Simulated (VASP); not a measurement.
# TiH2 (I4/mmm) in VASP: single point with PBEsol

Aim: the single point of TiH2 with PBEsol.

Program: VASP 6.6.1. These are calculated values, not measurements. Logs are shortened: lines on timing, memory, paths and dates and some standing lists are left out, and cuts for length are marked.

**1. Starting point**

Symmetry: I4/mmm, No. 139, tetragonal system. Conventional cell: a = 3.193 Å, b = 3.193 Å, c = 4.267 Å, α = 90.00°, β = 90.00°, γ = 90.00°. Around Ti (site symmetry 4/mmm) lie 8 H at 1.92 Å. Around H (site symmetry -4m2) lie 4 Ti at 1.92 Å and 2 H at 2.13 Å.

**2. Single point, PBEsol**

File INCAR:

```
ALGO     = Normal         # electronic algorithm
EDIFF    = 1E-6           # SCF threshold, eV
ENCUT    = 520            # plane-wave cutoff, eV
GGA      = PS             # functional
ISIF     = 2              # what is computed and relaxed
ISMEAR   = 0              # smearing method
LASPH    = T              # aspherical terms in the spheres
LCHARG   = T              # write CHGCAR
LELF     = T              # ELF
LREAL    = F              # projectors in reciprocal space
LVHAR    = T            
LWAVE    = F              # write WAVECAR
NBANDS   = 14             # bands
NELM     = 80             # most SCF steps
PREC     = Accurate       # precision mode
SIGMA    = 0.1            # smearing width, eV
```

File KPOINTS:

```
k-points
0
Gamma
  8 8 8
```

File POSCAR:

```
TiH2
1.0
   -1.5965000000      1.5965000000      2.1335000000
    1.5965000000     -1.5965000000      2.1335000000
    1.5965000000      1.5965000000     -2.1335000000
Ti H
1 2
Direct
    0.0000000000      0.0000000000      0.0000000000
    0.7500000000      0.2500000000      0.5000000000
    0.2500000000      0.7500000000      0.5000000000
```

Potentials or basis: VASP PAW PBE potentials, release 64 (Ti_sv, H).

Launch:

```
$ cat potpaw_PBE.64/Ti_sv/POTCAR potpaw_PBE.64/H/POTCAR > POTCAR
$ mpirun -np 1 vasp_std > vasp.out
```

OUTCAR:

```text
EDIFF = 1E-6
   ENCUT = 520
   GGA = PS
   ISIF = 2
   ISMEAR = 0
   LASPH = T
   LREAL = F
   NELM = 80
   PREC = Accurate

 ion  position               nearest neighbor table
   1  0.000  0.000  0.000-
   2  0.750  0.250  0.500-
   3  0.250  0.750  0.500-

  LATTYP: Found a body centered tetragonal cell.
 ALAT       =     3.1930000000
 C/A-ratio  =     1.3363607892

  Lattice vectors:

 A1 = (  -1.5965000000,   1.5965000000,   2.1335000000)
 A2 = (   1.5965000000,  -1.5965000000,   2.1335000000)
 A3 = (   1.5965000000,   1.5965000000,  -2.1335000000)

Analysis of symmetry for initial positions (statically):
=====================================================================
 Subroutine PRICEL returns:
 Original cell was already a primitive cell.

 Routine SETGRP: Setting up the symmetry group for a
 body centered tetragonal supercell.

 Subroutine GETGRP returns: Found 16 space group operations
 (whereof 16 operations were pure point group operations)
 out of a pool of 16 trial point group operations.

The static configuration has the point symmetry D_4h.

Analysis of symmetry for dynamics (positions and initial velocities):
=====================================================================
 Subroutine PRICEL returns:
 Original cell was already a primitive cell.

 Routine SETGRP: Setting up the symmetry group for a
 body centered tetragonal supercell.

 Subroutine GETGRP returns: Found 16 space group operations
 (whereof 16 operations were pure point group operations)
 out of a pool of 16 trial point group operations.

The dynamic configuration has the point symmetry D_4h.

 Subroutine INISYM returns: Found 16 space group operations
 (whereof 16 operations are pure point group operations),
 and found     1 'primitive' translations

----------------------------------------------------------------------------------------

                                     Primitive cell

  volume of cell :      21.7516

  direct lattice vectors                    reciprocal lattice vectors
    -1.596500000  1.596500000  2.133500000     0.000000000  0.313185092  0.234356691
     1.596500000 -1.596500000  2.133500000     0.313185092  0.000000000  0.234356691
     1.596500000  1.596500000 -2.133500000     0.313185092  0.313185092  0.000000000

  length of vectors
     3.106355863  3.106355863  3.106355863     0.391162320  0.391162320  0.442910605

  position of ions in fractional coordinates (direct lattice)
     0.000000000  0.000000000  0.000000000
     0.750000000  0.250000000  0.500000000
     0.250000000  0.750000000  0.500000000

  ion indices of the primitive-cell ions
   primitive index   ion index
                 1           1
                 2           2
                 3           3

----------------------------------------------------------------------------------------

 KPOINTS: k-points

Automatic generation of k-mesh.
 Grid dimensions read from file:
 generate k-points for:    8    8    8

 Generating k-lattice:

  Cartesian coordinates                     Fractional coordinates (reciprocal lattice)
     0.000000000  0.039148137  0.029294586     0.125000000  0.000000000  0.000000000
     0.039148137  0.000000000  0.029294586     0.000000000  0.125000000  0.000000000
     0.039148137  0.039148137  0.000000000     0.000000000  0.000000000  0.125000000

  Length of vectors
     0.048895290  0.048895290  0.055363826

  Shift w.r.t. Gamma in fractional coordinates (k-lattice)
     0.000000000  0.000000000  0.000000000

 Subroutine IBZKPT returns following result:
 ===========================================

 Found     59 irreducible k-points:

 Following reciprocal coordinates:
            Coordinates               Weight
  0.000000  0.000000  0.000000      1.000000
  0.125000  0.000000  0.000000      8.000000
  0.250000  0.000000  0.000000      8.000000
  0.375000  0.000000  0.000000      8.000000
  0.500000  0.000000  0.000000      4.000000
  0.125000  0.125000  0.000000      8.000000
[... 16 lines left out ...]
  0.250000  0.125000  0.125000     16.000000
  0.375000  0.125000  0.125000      8.000000
 [... further k-points ...]
   k-points           NKPTS =     59   k-points in BZ     NKDIM =     59   number of bands    NBANDS=     14
   number of dos      NEDOS =    301   number of ions     NIONS =      3
   total plane-waves  NPLWV =  13824
   dimension x,y,z NGX =    24 NGY =   24 NGZ =   24
   dimension x,y,z NGXF=    48 NGYF=   48 NGZF=   48
   ions per type =               1   2
   NGX,Y,Z   is equivalent  to a cutoff of  12.84, 12.84, 12.84 a.u.
   NGXF,Y,Z  is equivalent  to a cutoff of  25.69, 25.69, 25.69 a.u.
 SYSTEM =  unknown system
   PREC   = accura    normal or accurate (medium, high low for compatibility)
   ISTART =      0    job   : 0-new  1-cont  2-samecut
   ICHARG =      2    charge: 1-file 2-atom 10-const
   ISPIN  =      1    spin polarized calculation?
   LNONCOLLINEAR =      F non collinear calculations
   LSORBIT =      F    spin-orbit coupling
   LASPH  =      T    aspherical Exc in radial PAW
   ENCUT  =  520.0 eV  38.22 Ry    6.18 a.u.   5.78  5.78  5.78*2*pi/ulx,y,z
   NELM   =     80;   NELMIN=  2; NELMDL= -5     # of ELM steps
   EDIFF  = 0.1E-05   stopping-criterion for ELM
   LREAL  =      F    real-space projection
   EDIFFG = 0.1E-04   stopping-criterion for IOM
   NSW    =      0    number of steps for IOM
   IBRION =     -1    ionic relax: 0-MD 1-quasi-New 2-CG
   NFREE  =      0    steps in history (QN), initial steepest desc. (CG)
   ISIF   =      2    stress and relaxation
   ISYM   =      2    0-nonsym 1-usesym 2-fastsym
   POTIM  = 0.5000    time-step for ionic-motion
   TEBEG  =    0.0;   TEEND  =   0.0 temperature during run
   PSTRESS=    0.0 pullay stress
   NELECT =      14.0000    total number of electrons
   NUPDOWN=      -1.0000    fix difference up-down
   EMIN   =  10.00;   EMAX   =-10.00  energy-range for DOS
   EFERMI =   0.00;   METHOD = LEGACY
   ISMEAR =     0;   SIGMA  =   0.10  broadening in eV -4-tet -1-fermi 0-gaus
   EFERMI_NEDOS =   21; number of points for ismear=-14 and -15
   IALGO  =     38    algorithm
   IMIX   =      4    mixing-type and parameters
     AMIX     =   0.40;   BMIX     =  1.00
     AMIX_MAG =   1.60;   BMIX_MAG =  1.00
  volume/ion in A,a.u.               =       7.25        48.93
  Fermi-wavevector in a.u.,A,eV,Ry     =   1.413472  2.671076 27.183139  1.997904
  Thomas-Fermi vector in A             =   2.535114
   LORBIT       =      0    0 simple, 1 ext, 2 COOP (PROOUT), +10 PAW based schemes
   GGA     = PS    functional components
   LHFCALC =     F    Hartree Fock is set to
   AEXX    =    0.0000 exact exchange contribution
   IVDW    =     0    specifies the selected vdW correction
   LEPSILON=     F    determine dielectric tensor
   LRPA    =     F    only Hartree local field effects (RPA)
 non-spin polarized calculation
 Gauss-broadening in eV      SIGMA  =   0.10
  energy-cutoff  :      520.00
  volume of cell :       21.75
 maximum number of plane-waves:       600
   NGX = 11   NGY = 11   NGZ = 11

 number of electron      14.0000000 magnetization

 Free energy of the ion-electron system (eV)
  ---------------------------------------------------
  ext. energy  EPLUGINS =         0.00000000
  ---------------------------------------------------
  free energy    TOTEN  =       -16.62781047 eV

  energy without entropy =      -16.62025288  energy(sigma->0) =      -16.62403168

 E-fermi :   7.5881     XC(G=0): -11.6939

 val. band max:        7.5661020528   @ k =   0.1250   0.0000   0.0000
 cond. band min:       7.5917943968   @ k =  -0.2500   0.1250   0.0000
 fundamental gap:      0.0256923441
 Fermi energy:         7.5880756221

 k-point     1 :       0.0000    0.0000    0.0000
  band No.  band energies     occupation
      1     -49.4013      2.00000
      2     -25.5847      2.00000
      3     -25.5847      2.00000
      4     -25.5665      2.00000
      5      -2.8736      2.00000
      6       7.2427      2.00000
      7       7.2427      2.00000
      8       7.5129      1.71212
      9       8.3198      0.00000
     10       8.8869      0.00000
     11       9.2857      0.00000
     12      21.8846      0.00000
     13      23.1067      0.00000
     14      23.1067      0.00000

 k-point     2 :       0.1250    0.0000    0.0000
  band No.  band energies     occupation
      1     -49.3928      2.00000
      2     -25.6391      2.00000
      3     -25.5941      2.00000
      4     -25.5774      2.00000
      5      -2.4934      2.00000
      6       5.5930      2.00000
      7       7.3775      1.99710
      8       7.5661      1.24401
      9       8.8343      0.00000
     10       9.1826      0.00000
     11      10.3052      0.00000
     12      19.5370      0.00000
     13      22.8737      0.00000
     14      23.2055      0.00000

 k-point     3 :       0.2500    0.0000    0.0000
  band No.  band energies     occupation
      1     -49.3724      2.00000
      2     -25.7805      2.00000
      3     -25.6167      2.00000
      4     -25.5910      2.00000
      5      -1.4765      2.00000
      6       3.9385      2.00000
      7       7.4867      1.84851
      8       7.7938      0.00362
      9       9.0177      0.00000
     10       9.1520      0.00000
     11      12.2845      0.00000
     12      16.9283      0.00000
     13      20.7746      0.00000
     14      22.8812      0.00000

 k-point     4 :       0.3750    0.0000    0.0000
  band No.  band energies     occupation
      1     -49.3519      2.00000
      2     -25.9193      2.00000
      3     -25.6392      2.00000
      4     -25.6039      2.00000
      5      -0.2448      2.00000
      6       2.8831      2.00000
      7       7.3289      1.99975
      8       7.7393      0.03250
      9       9.5333      0.00000
     10       9.6321      0.00000
     11      12.7607      0.00000
     12      15.0299      0.00000
     13      20.3868      0.00000
     14      21.4803      0.00000

 k-point     5 :       0.5000    0.0000    0.0000
  band No.  band energies     occupation
      1     -49.3434      2.00000
      2     -25.9760      2.00000
      3     -25.6485      2.00000
      4     -25.6093      2.00000
      5       0.3754      2.00000
      6       2.5078      2.00000
      7       7.2300      2.00000
      8       7.6613      0.30032
      9       9.7886      0.00000
     10       9.9854      0.00000
     11      12.3680      0.00000
[... 276 lines left out ...]
 k-point    22 :       0.1250    0.1250    0.1250
  band No.  band energies     occupation
      1     -49.3586      2.00000
      2     -25.8244      2.00000
      3     -25.6681      2.00000
      4     -25.6180      2.00000
      5      -0.6283      2.00000
      6       3.1596      2.00000
      7       7.0626      2.00000
      8       8.4060      0.00000
      9       8.5506      0.00000
     10       9.7801      0.00000
     11      13.1832      0.00000
     12      16.8141      0.00000
     13      17.9199      0.00000
     14      19.6231      0.00000

 k-point    23 :       0.2500    0.1250    0.1250
  band No.  band energies     occupation
      1     -49.3424      2.00000
      2     -25.8925      2.00000
      3     -25.7185      2.00000
      4     -25.6370      2.00000
      5       0.5387      2.00000
      6       2.4899      2.00000
      7       6.5102      2.00000
      8       8.3711      0.00000
      9       9.1987      0.00000
     10      10.3540      0.00000
     11      12.8691      0.00000
     12      15.6252      0.00000
     13      16.4095      0.00000
     14      20.2114      0.00000

 k-point    24 :       0.3750    0.1250    0.1250
  band No.  band energies     occupation
      1     -49.3358      2.00000
      2     -25.9185      2.00000
      3     -25.7401      2.00000
      4     -25.6460      2.00000
      5       1.1241      2.00000
      6       2.2547      2.00000
      7       6.3050      2.00000
      8       8.2662      0.00000
      9       9.6449      0.00000
     10      10.6285      0.00000
     11      12.0648      0.00000
     12      15.5126      0.00000
     13      15.8101      0.00000
     14      20.6962      0.00000

 [... further k-points ...]

------------------------ aborting loop because EDIFF is reached ----------------------------------------

  FORCE on cell =-STRESS in cart. coord.  units (eV):
  Direction    XX          YY          ZZ          XY          YZ          ZX
  --------------------------------------------------------------------------------------
  -------------------------------------------------------------------------------------
  Total       -0.7322133     -0.7322133     -0.7759519      0.0000000     -0.0000000      0.0000000
  in kB      -53.9333881    -53.9333881    -57.1550901      0.0000000     -0.0000000      0.0000000
  external PRESSURE =     -55.0072888 kB  Pullay stress =       0.0000000 kB

 VOLUME and BASIS-vectors are now :
 -----------------------------------------------------------------------------
  energy-cutoff  :      520.00
  volume of cell :       21.75
      direct lattice vectors                 reciprocal lattice vectors
    -1.596500000  1.596500000  2.133500000     0.000000000  0.313185092  0.234356691
     1.596500000 -1.596500000  2.133500000     0.313185092  0.000000000  0.234356691
     1.596500000  1.596500000 -2.133500000     0.313185092  0.313185092  0.000000000

 POSITION                                       TOTAL-FORCE (eV/Angst)
 -----------------------------------------------------------------------------------
      0.00000      0.00000      0.00000         0.000000      0.000000     -0.000000
     -0.00000      1.59650      1.06675         0.000000     -0.000000     -0.000000
      1.59650     -0.00000      1.06675        -0.000000      0.000000      0.000000
 -----------------------------------------------------------------------------------
    total drift:                                0.000000      0.000000      0.000000

  FREE ENERGIE OF THE ION-ELECTRON SYSTEM (eV)
  ---------------------------------------------------
  free  energy   TOTEN  =       -16.6278104747 eV

  energy  without entropy=      -16.6202528822  energy(sigma->0) =      -16.62403168
```

It took 8.1 s on 1 thread of Intel Xeon Platinum 8559C (Emerald Rapids), shared host; peak memory 0.15 GiB.

Results:

| Item | Value |
| --- | --- |
| Free energy | -16.6278 eV |
| Pressure | -5.5 GPa |
| Band gap on the k mesh | none (metal or under the smearing width) |

Stress tensor (GPa, compression positive):
```
-5.39  0.00  0.00
 0.00 -5.39  0.00
 0.00  0.00 -5.72
```

Levels at points of the mesh, in eV from the Fermi level:
```tsv
k point	band 3	band 4	band 5	band 6	band 7	band 8	band 9	band 10	band 11	band 12
(0.00, 0.00, 0.00)	-33.17	-33.15	-10.46	-0.35	-0.35	-0.08	0.73	1.30	1.70	14.30
(0.50, 0.00, 0.00)	-33.24	-33.20	-7.21	-5.08	-0.36	0.07	2.20	2.40	4.78	6.90
(0.50, 0.50, 0.00)	-33.30	-33.27	-5.66	-5.37	-3.02	2.24	2.39	2.56	6.80	7.64
(0.50, 0.50, 0.50)	-33.33	-33.33	-6.17	-4.60	-2.95	2.40	2.43	2.43	7.06	7.06
```

Caveat: the PAW data sets were made with another functional, which shifts forces and pressure a little.
